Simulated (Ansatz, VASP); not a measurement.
Mg: VASP beside Ansatz

```
Mg
1.0
    -1.83558    1.83558    1.70491
     1.83558   -1.83558    1.70491
     1.83558    1.83558   -1.70491
Mg
1
Direct
  0.00000 0.00000 0.00000
```

This isn't the form of Mg at room conditions, which is hcp.

Alike in both runs: functional PBE; k mesh 16 × 16 × 16; occupations gaussian, width 0.1 eV; no spin polarisation.

Ansatz relaxed the structure, and its values are those at the end. VASP's run is a single point on that final structure, the one shown.

|  | VASP | Ansatz |
| --- | --- | --- |
| version | VASP 6.6.1 | Ansatz 0.2.0 |
| potentials or method | VASP PAW PBE potentials, release 64 (Mg) | scalar-relativistic, plane waves, PAW |
| plane-wave cutoff (eV) | 520 | 420 |
| valence electrons in the cell | 2 | 10 |

VASP gave:

* gap on the k mesh at the Fermi level (eV): none
* pressure (GPa): -0.1

Question: What did Ansatz give for the same quantities?

Answer: gap on the k mesh at the Fermi level (eV): none; pressure (GPa): 0.0.

A gap of «none» marks a metal or a gap that the smearing closes. The functional is the same, so the differences come from potentials, cutoffs and numerics. The two sets of potentials don't hold the same shells in valence.
